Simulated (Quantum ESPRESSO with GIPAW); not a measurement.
# Strain and the 17O shielding in SiO2 (Stishovite)

GIPAW runs (PBEsol, plane-wave PAW from pslibrary 1.0.0 recipes, cutoffs 55 and 330 Ry, one 5×5×7 mesh for all shielding runs; Quantum ESPRESSO with GIPAW, a patched development version; no spin-orbit coupling, no macroscopic shape term) on SiO2 (Stishovite), space group P4_2/mnm before straining. The cell below is strained along the z axis of the cell given, with the other two held, and the atoms are relaxed in pw.x at each strain, zero included.

```xyz
6
Lattice="4.1773 0.0000 0.0000 0.0000 4.1773 0.0000 0.0000 0.0000 2.6652" Properties=species:S:1:pos:R:3 pbc="T T T"
Si    2.0886    2.0886    1.3326
Si    0.0000    0.0000    0.0000
O     3.3649    0.8124    1.3326
O     2.9011    2.9011    0.0000
O     0.8124    3.3649    1.3326
O     1.2762    1.2762    0.0000
```

The cell is an entry of the Crystallography Open Database.

The bonds are those of O (atom 3; bound to Si3). One row is withheld.

| strain (%) | mean bond (Å) | σ_iso Si (ppm) | σ_iso O (ppm) | span O (ppm) |
| --- | --- | --- | --- | --- |
| -2 | 1.7613 | 506.88 | 140.65 | 58.4 |
| -1.5 | 1.7646 | 506.51 | 138.60 | 59.6 |
| -1 | 1.7679 | ? | ? | ? |
| 0 | 1.7746 | 505.31 | 132.12 | 63.3 |
| +0.5 | 1.7780 | 504.86 | 129.85 | 64.5 |
| +1 | 1.7814 | 504.40 | 127.54 | 65.7 |
| +2 | 1.7881 | 503.40 | 122.79 | 68.0 |

**Task.** Fit σ_iso of O against strain, judge whether a straight line is enough, and predict the withheld row at -1 %.

1. With n = 6: Σx = 0.000, Σy = 791.55, Σx² = 11.5000, Σxy = -51.155.

2. Slope b = (nΣxy − ΣxΣy)/(nΣx² − (Σx)²) = -4.45 ppm per %, intercept a = (Σy − bΣx)/n = 131.92 ppm.

3. Residuals (run less line), in the order of the table: -0.17, +0.00, +0.20, +0.15, +0.06, -0.24 ppm. They bend in one sense; the largest is 1.3 % of the range of σ, so a line serves for most purposes and a parabola takes up the rest: σ = 132.11 − 4.467 x − 0.098 x², with residuals of 0.01 ppm or less.

4. At -1 % (inside the fitted range) the line gives 136.37 ppm and the parabola 136.48 ppm.

5. The run gives:

| strain (%) | mean bond (Å) | σ_iso Si (ppm) | σ_iso O (ppm) | span O (ppm) |
| --- | --- | --- | --- | --- |
| -1 | 1.7679 | 506.12 | 136.51 | 61.0 |

Prediction less run: the line misses by -0.14 ppm, the parabola by -0.03 ppm. By the parabola, a strain of +1 % changes σ of O by -4.57 ppm and one of −1 % by +4.37 ppm; the mean slope is -4.45 ppm per %, or 6.6 ppm for 0.01 Å of mean bond length. The shift moves the opposite way, scaled by the slope of a reference line. Over the table σ of Si goes from 506.88 to 503.40 ppm. Zero strain is the database's lattice with relaxed atoms, not this functional's rest cell, and neither cutoff nor mesh was tested for the slopes. The omitted shape term, common to all sites, changes with strain too. This build of gipaw.x prints that it is not audited and that its numbers are no references by themselves. The relaxations ran on cheaper settings and stop at small residual forces, which adds noise that small residuals can't be told from. 17O is quadrupolar, so a real line also moves with the field gradient, which is not computed here. pw.x warned of eigenvalues not converged in some cycles of these runs, which then met the threshold.

[Banner, clock, file and message-heading lines were taken out of the pw.x and gipaw.x logs.]

[Logs are printed without paths, hosts, clocks, repeated set-up lines and the standing remarks that a program may print on its own settings, such as how far it seeks lower states.]

[Hosts, paths, dates, database ids (printed as entryN), source tags and the programs' standing remarks are cut or masked in the printed files.]
